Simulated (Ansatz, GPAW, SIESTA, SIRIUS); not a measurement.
**Ge: programs and potentials compared**

```
Ge
1.0
    -2.49590    2.65086    1.43695
     2.49590   -2.65086    1.43695
     2.49590    2.65086   -1.43695
Ge
2
Direct
  0.31406 0.06406 0.25000
  0.68594 0.93594 0.75000
```

This isn't the form of Ge at room conditions, which is diamond.

Alike in all runs: task single point; functional PBEsol; k mesh 11 × 11 × 11; occupations fermi-dirac, width 0.05 eV; no spin polarisation; no spin-orbit coupling. Pressure is positive in compression and, in plane waves, holds the error of the finite cutoff, which Ansatz's Pulay term estimates and takes out.

```tsv
program and potentials	plane-wave cutoff (eV)	notes	pressure (GPa)	largest force (eV/Å)
Ansatz, Ansatz PAW	420	potentials made for PBE, which Ansatz adapts in part; 14 valence electrons an atom on average; Pulay term of +0.03 GPa included	-2.49	0.059
SIRIUS, PseudoDojo 0.4.1 PBEsol standard (scalar relativistic)	1078	14 valence electrons an atom on average	-2.45	0.059
GPAW, PAW data sets generated for this functional	600	4 valence electrons an atom on average	-2.63	0.056
SIESTA, files PseudoDojo sr-pbesol-0.4.1-standard, DZP (energy shift 0.003 Ry; two zetas on semicore shells)	-	atomic basis; 14 valence electrons an atom on average	-0.81	0.061
Ansatz, all-electron LAPW, scalar-relativistic	-	-	-2.46	0.059
```

Force on atom 2 (Ge), eV/Å:

```json
{"program and potentials": "Ansatz, Ansatz PAW", "x": "0.000", "y": "0.000", "z": "-0.059"}
{"program and potentials": "SIRIUS, PseudoDojo 0.4.1 PBEsol standard (scalar relativistic)", "x": "0.000", "y": "0.000", "z": "-0.059"}
{"program and potentials": "GPAW, PAW data sets generated for this functional", "x": "0.000", "y": "0.000", "z": "-0.056"}
{"program and potentials": "SIESTA, files PseudoDojo sr-pbesol-0.4.1-standard, DZP (energy shift 0.003 Ry; two zetas on semicore shells)", "x": "0.000", "y": "0.000", "z": "-0.061"}
{"program and potentials": "Ansatz, all-electron LAPW, scalar-relativistic", "x": "0.000", "y": "0.000", "z": "-0.059"}
```

The pressure spans -2.63 (GPAW, PAW data sets generated for this functional) to -0.81 GPa (SIESTA, files PseudoDojo sr-pbesol-0.4.1-standard, DZP (energy shift 0.003 Ry; two zetas on semicore shells)), with all-electron results at -2.46. The pressure on the cell as given of SIESTA, files PseudoDojo sr-pbesol-0.4.1-standard, DZP (energy shift 0.003 Ry; two zetas on semicore shells) lies far from the others; the cause wasn't traced. Rows in atomic bases carry the error of their basis and grid, which can be large.

Differences between rows come from potentials, basis sets and numerical settings, since the functional is the same but for its coding. Runs on potential files found faulty are left out.
